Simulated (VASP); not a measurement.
Wanted: the native input for a VASP 6.6.1 run.

```yaml
Task: band structure
Functional: PBEsol
Potentials_or_basis: VASP PAW PBE potentials, release 64 (Mg, O)
Cutoff: 520 eV
k_mesh: 8 × 8 × 8
Occupations: gaussian, width 0.03 eV
Spin: no spin polarisation
Grid_for_exact_exchange_PRECFOCK: Fast
Further_INCAR_settings: ALGO = Normal; EDIFF = 1e-07; NBANDS = 11
```

The structure of MgO lies in POSCAR:

```
MgO                                     
1.0
    0.0000000000      2.1039238760      2.1039238760
    2.1039238760      0.0000000000      2.1039238760
    2.1039238760      2.1039238760      0.0000000000
  Mg              O             
     1     1
Direct
     0.0000000000000000    0.0000000000000000    0.0000000000000000
     0.5000000000000000    0.5000000000000000    0.5000000000000000
```

One way to write it, as run:

INCAR

```
SYSTEM = MgO
  PREC = Accurate
  ENCUT = 520
  EDIFF = 1E-7
  ISMEAR = 0
  SIGMA = 0.03
  LREAL = .False.
  LASPH = .True.
  NELM = 80
  ALGO = Normal
  ISIF = 2
  LWAVE = .False.
  LCHARG = .False.
  GGA = PS
  NBANDS = 11
  KPAR = 4
```

KPOINTS

```
Automatic mesh
0
Gamma
  8 8 8
  0 0 0
```

KPOINTS_OPT

```
explicit points
9
Reciprocal
 0.0000000000  0.0000000000  0.0000000000 1
 0.3750000000  0.3750000000  0.7500000000 1
 0.5000000000  0.5000000000  0.5000000000 1
 0.6250000000  0.2500000000  0.6250000000 1
 0.5000000000  0.2500000000  0.7500000000 1
 0.5000000000  0.0000000000  0.5000000000 1
 0.4000000000  0.0000000000  0.4000000000 1
 0.4250000000  0.0000000000  0.4250000000 1
 0.4500000000  0.0000000000  0.4500000000 1
```

Potentials or basis: VASP PAW PBE potentials, release 64 (Mg, O).

Launch:

```sh
$ cat potpaw_PBE.64/Mg/POTCAR potpaw_PBE.64/O/POTCAR > POTCAR
$ mpirun -np 4 vasp_std > vasp.out
```

Results of the run:

```
Pressure                : 0.2 GPa
Band gap on the k mesh  : 4.66 eV, direct
Band gap along the path : 4.66 eV, direct
```

Caveat: the PAW data sets were made with another functional, which shifts forces and pressure a little.

Run time: 2.2 s on 4 MPI ranks on AMD EPYC 9R45 96-Core Processor (Zen 5) (shared host), peak memory 0.11 GiB a rank.
